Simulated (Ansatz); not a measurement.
The system is MnSi.

```
CELL_PARAMETERS angstrom
0.00000 2.52722 2.52722
2.52722 0.00000 2.52722
2.52722 2.52722 0.00000
ATOMIC_POSITIONS crystal
Mn 0.00000 0.00000 0.00000
Si 0.25000 0.25000 0.25000
```

The cell was built by a generator and needn't be a form met in nature.

| Item | Value |
| --- | --- |
| Program | Ansatz 0.2.0 |
| Task | relaxation of cell and atoms |
| Functional | PBEsol0 |
| Potentials or basis | Ansatz PAW |
| Cutoff | 420 eV (not typed: the program's choice for these potentials) |
| k mesh | 5 × 5 × 5 |
| Occupations | fermi-dirac, width 0.05 eV |
| Spin | collinear spin, ferromagnetic start |
| Starting moments | [4.0, 0.0] μB |

At the start: volume 16.14 Å³/atom.

Q: Where does the relaxation end?

A: It ends after 9 steps and the volume is 22.22 Å³/atom (+37.7 %); space group F-43m (No. 216, to 0.05 Å); moment 3.00 μB per cell.

The path:
| step | energy change (eV) | largest force (eV/Å) | volume (Å³) |
| --- | --- | --- | --- |
| 1 | 0.0000 | 0.0000 | 32.28 |
| 2 | -0.5624 | 0.0000 | 35.73 |
| 3 | -0.8799 | 0.0000 | 41.02 |
| 4 | -0.9155 | 0.0000 | 43.37 |
| 5 | -0.9165 | 0.0000 | 43.94 |
| 6 | -0.9332 | 0.0000 | 43.94 |
| 7 | -0.9338 | 0.0000 | 44.37 |
| 8 | -0.9338 | 0.0000 | 44.44 |
| 9 | -0.9340 | 0.0000 | 44.44 |

Final structure:
```
CELL_PARAMETERS angstrom
0.00000 2.81130 2.81130
2.81130 0.00000 2.81130
2.81130 2.81130 0.00000
ATOMIC_POSITIONS crystal
Mn 0.00000 0.00000 0.00000
Si 0.25000 0.25000 0.25000
```

Caveat: the k mesh is coarse (spacing up to 0.43 Å⁻¹), so the values aren't converged, least of all with exact exchange; the magnetic or orbital state may not be the lowest; the volume moved by over 15 % at a fixed basis, so the end points are rough; the plane-wave basis is chosen anew once the cell has moved, so the energies of steps on either side of that aren't comparable; the PAW data sets come from PBE, with cores solved anew for the run's functional, which leaves a small shift of forces and pressure.
